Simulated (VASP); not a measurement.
# AgCl (Chlorargyrite) (Fm-3m) in VASP: a series of runs

The runs below take AgCl (Chlorargyrite) through single point, with PBEsol.

All numbers are computed with VASP 6.6.1; they aren't measurements. Logs are shortened: lines on timing, memory, paths and dates and some standing lists are left out, and cuts for length are marked.

### 1 The structure

It takes space group Fm-3m (No. 225, cubic). The conventional cell has a = 5.470 Å, b = 5.470 Å, c = 5.470 Å, α = 90.00°, β = 90.00°, γ = 90.00°. Ag (site symmetry m-3m) has 6 Cl at 2.73 Å as nearest neighbours. Cl (site symmetry m-3m) has 6 Ag at 2.73 Å as nearest neighbours.

### 2 Single point, PBEsol

Input file INCAR:

```
PREC = Accurate
ENCUT = 300
EDIFF = 1E-6
ISMEAR = 0
SIGMA = 0.05
LREAL = F
LASPH = T
NELM = 100
ALGO = Normal
ISIF = 2
LWAVE = F
LCHARG = F
GGA = PS
ADDGRID = F
```

Input file KPOINTS:

```
Automatic mesh
0
Gamma
  5 5 5
```

Input file POSCAR:

```
AgCl
1.0
    0.0000000000      2.7350000000      2.7350000000
    2.7350000000      0.0000000000      2.7350000000
    2.7350000000      2.7350000000      0.0000000000
Ag Cl
1 1
Direct
    0.0000000000      0.0000000000      0.0000000000
    0.5000000000      0.5000000000      0.5000000000
```

Potentials or basis: VASP PAW PBE potentials, release 64 (Ag, Cl).

On the command line:

```
cat potpaw_PBE.64/Ag/POTCAR potpaw_PBE.64/Cl/POTCAR > POTCAR
mpirun -np 1 vasp_std > vasp.out
```

OUTCAR:

```text
PREC = Accurate
   ENCUT = 300
   EDIFF = 1E-6
   ISMEAR = 0
   LREAL = F
   LASPH = T
   NELM = 100
   ISIF = 2
   GGA = PS

 Found     10 irreducible k-points:

 Following reciprocal coordinates:
            Coordinates               Weight
  0.000000  0.000000  0.000000      1.000000
  0.200000  0.000000  0.000000      8.000000
  0.400000  0.000000  0.000000      8.000000
  0.200000  0.200000  0.000000      6.000000
  0.400000  0.200000  0.000000     24.000000
 -0.400000  0.200000  0.000000     24.000000
   k-points           NKPTS =     10   k-points in BZ     NKDIM =     10   number of bands    NBANDS=     13
   number of dos      NEDOS =    301   number of ions     NIONS =      2
   total plane-waves  NPLWV =  13824
   dimension x,y,z NGX =    24 NGY =   24 NGZ =   24
   dimension x,y,z NGXF=    48 NGYF=   48 NGZF=   48
   ions per type =               1   1
   NGX,Y,Z   is equivalent  to a cutoff of  10.32, 10.32, 10.32 a.u.
   NGXF,Y,Z  is equivalent  to a cutoff of  20.63, 20.63, 20.63 a.u.
 SYSTEM =  unknown system
   PREC   = accura    normal or accurate (medium, high low for compatibility)
   ISTART =      0    job   : 0-new  1-cont  2-samecut
   ICHARG =      2    charge: 1-file 2-atom 10-const
   ISPIN  =      1    spin polarized calculation?
   LNONCOLLINEAR =      F non collinear calculations
   LSORBIT =      F    spin-orbit coupling
   LASPH  =      T    aspherical Exc in radial PAW
   ENCUT  =  300.0 eV  22.05 Ry    4.70 a.u.   5.46  5.46  5.46*2*pi/ulx,y,z
   NELM   =    100;   NELMIN=  2; NELMDL= -5     # of ELM steps
   EDIFF  = 0.1E-05   stopping-criterion for ELM
   LREAL  =      F    real-space projection
   EDIFFG = 0.1E-04   stopping-criterion for IOM
   NSW    =      0    number of steps for IOM
   IBRION =     -1    ionic relax: 0-MD 1-quasi-New 2-CG
   NFREE  =      0    steps in history (QN), initial steepest desc. (CG)
   ISIF   =      2    stress and relaxation
   ISYM   =      2    0-nonsym 1-usesym 2-fastsym
   POTIM  = 0.5000    time-step for ionic-motion
   TEBEG  =    0.0;   TEEND  =   0.0 temperature during run
   PSTRESS=    0.0 pullay stress
   NELECT =      18.0000    total number of electrons
   NUPDOWN=      -1.0000    fix difference up-down
   EMIN   =  10.00;   EMAX   =-10.00  energy-range for DOS
   EFERMI =   0.00;   METHOD = LEGACY
   ISMEAR =     0;   SIGMA  =   0.05  broadening in eV -4-tet -1-fermi 0-gaus
   EFERMI_NEDOS =   21; number of points for ismear=-14 and -15
   IALGO  =     38    algorithm
   IMIX   =      4    mixing-type and parameters
     AMIX     =   0.40;   BMIX     =  1.00
     AMIX_MAG =   1.60;   BMIX_MAG =  1.00
  volume/ion in A,a.u.               =      20.46       138.06
  Fermi-wavevector in a.u.,A,eV,Ry     =   1.245083  2.352866 21.092186  1.550232
  Thomas-Fermi vector in A             =   2.379321
   LORBIT       =      0    0 simple, 1 ext, 2 COOP (PROOUT), +10 PAW based schemes
   GGA     = PS    functional components
   LHFCALC =     F    Hartree Fock is set to
   AEXX    =    0.0000 exact exchange contribution
   IVDW    =     0    specifies the selected vdW correction
   LEPSILON=     F    determine dielectric tensor
   LRPA    =     F    only Hartree local field effects (RPA)
 non-spin polarized calculation
 Gauss-broadening in eV      SIGMA  =   0.05
  energy-cutoff  :      300.00
  volume of cell :       40.92
 maximum number of plane-waves:       531
 NGX is ok and might be reduce to    24
   NGX = 11   NGY = 11   NGZ = 11

 number of electron      17.9999996 magnetization

 Free energy of the ion-electron system (eV)
  ---------------------------------------------------
  ext. energy  EPLUGINS =         0.00000000
  ---------------------------------------------------
  free energy    TOTEN  =        -6.06102818 eV

  energy without entropy =       -6.06102818  energy(sigma->0) =       -6.06102818

 E-fermi :   4.3902     XC(G=0): -10.4343

 val. band max:        4.1037272150   @ k =   0.4000   0.0000   0.0000
 cond. band min:       4.9716560853   @ k =   0.0000   0.0000   0.0000
 fundamental gap:      0.8679288703
 Fermi energy:         4.3902149708

 k-point     1 :       0.0000    0.0000    0.0000
  band No.  band energies     occupation
      1     -11.1759      2.00000
      2       1.6108      2.00000
      3       1.6108      2.00000
      4       1.6108      2.00000
      5       1.6527      2.00000
      6       1.6527      2.00000
      7       1.7492      2.00000
      8       1.7492      2.00000
      9       1.7492      2.00000
     10       4.9717      0.00000
     11      14.9954      0.00000
     12      14.9954      0.00000
     13      14.9954      0.00000

 k-point     2 :       0.2000    0.0000    0.0000
  band No.  band energies     occupation
      1     -11.0104      2.00000
      2       0.1632      2.00000
      3       0.5272      2.00000
      4       0.5272      2.00000
      5       1.7523      2.00000
      6       1.7523      2.00000
      7       2.0183      2.00000
      8       3.0699      2.00000
      9       3.0699      2.00000
     10       6.5458      0.00000
     11      12.5152      0.00000
     12      13.9013      0.00000
     13      13.9013      0.00000

 k-point     3 :       0.4000    0.0000    0.0000
  band No.  band energies     occupation
      1     -10.7176      2.00000
      2      -1.2208      2.00000
      3      -0.1300      2.00000
      4      -0.1300      2.00000
      5       1.9881      2.00000
      6       1.9881      2.00000
      7       2.3054      2.00000
      8       4.1037      2.00000
      9       4.1037      2.00000
     10       8.0808      0.00000
     11      10.9626      0.00000
     12      11.9957      0.00000
     13      11.9957      0.00000

 k-point     4 :       0.2000    0.2000    0.0000
  band No.  band energies     occupation
      1     -10.9705      2.00000
      2      -0.2983      2.00000
      3       1.0326      2.00000
      4       1.0326      2.00000
      5       1.4782      2.00000
      6       1.7270      2.00000
      7       2.3188      2.00000
      8       2.3188      2.00000
      9       2.7547      2.00000
     10       7.1607      0.00000
     11      12.2482      0.00000
     12      13.1809      0.00000
     13      14.3007      0.00000

 k-point     5 :       0.4000    0.2000    0.0000
  band No.  band energies     occupation
      1     -10.7463      2.00000
      2      -0.8155      2.00000
      3       0.1236      2.00000
      4       0.3251      2.00000
      5       1.6884      2.00000
      6       2.0283      2.00000
      7       2.2819      2.00000
      8       3.0047      2.00000
      9       3.4275      2.00000
     10       8.2033      0.00000
     11      10.6122      0.00000
     12      12.2882      0.00000
     13      13.5126      0.00000

 k-point     6 :      -0.4000    0.2000    0.0000
  band No.  band energies     occupation
      1     -10.6434      2.00000
      2      -1.0478      2.00000
      3      -0.1407      2.00000
      4      -0.1301      2.00000
      5       1.9729      2.00000
      6       2.0216      2.00000
      7       2.3102      2.00000
      8       3.1692      2.00000
      9       3.9704      2.00000
     10       9.1918      0.00000
     11       9.6962      0.00000
     12      12.1710      0.00000
     13      12.5164      0.00000

 [... further k-points ...]
[... 5 lines left out ...]
  --------------------------------------------------------------------------------------
  -------------------------------------------------------------------------------------
  Total       -0.2784656     -0.2784656     -0.2784656      0.0000000      0.0000000     -0.0000000
  in kB      -10.9038573    -10.9038573    -10.9038573      0.0000000      0.0000000     -0.0000000
  external PRESSURE =     -10.9038573 kB  Pullay stress =       0.0000000 kB

 VOLUME and BASIS-vectors are now :
 -----------------------------------------------------------------------------
  energy-cutoff  :      300.00
  volume of cell :       40.92
      direct lattice vectors                 reciprocal lattice vectors
     0.000000000  2.735000000  2.735000000    -0.182815356  0.182815356  0.182815356
     2.735000000  0.000000000  2.735000000     0.182815356 -0.182815356  0.182815356
     2.735000000  2.735000000  0.000000000     0.182815356  0.182815356 -0.182815356

 POSITION                                       TOTAL-FORCE (eV/Angst)
 -----------------------------------------------------------------------------------
      0.00000      0.00000      0.00000        -0.000000     -0.000000      0.000000
      2.73500      2.73500      2.73500         0.000000      0.000000     -0.000000
 -----------------------------------------------------------------------------------
    total drift:                                0.000000     -0.000000     -0.000000

  FREE ENERGIE OF THE ION-ELECTRON SYSTEM (eV)
  ---------------------------------------------------
  free  energy   TOTEN  =        -6.0610281803 eV

  energy  without entropy=       -6.0610281803  energy(sigma->0) =       -6.06102818
```

It took 2 s on 1 thread of Intel Xeon 6975P-C (Granite Rapids), shared host; peak memory 0.13 GiB.

The run converged, but some of its settings lie outside the range that counts as converged, so its numbers aren't taken as properties of the crystal.

Results:

- Free energy: -6.0610 eV
- Pressure: -1.1 GPa
- Band gap on the k mesh: 0.87 eV, indirect (least direct gap 3.22 eV)

Caveat: the cutoff is under 1.25 times the usual one of these potentials, so pressure, stress and relaxed cells hold a basis-set (Pulay) error; the PAW data sets were made with another functional, which shifts forces and pressure a little; an odd mesh through Γ misses points on the zone boundary, where band edges often lie.

(Part 1 of 2 ends here.)
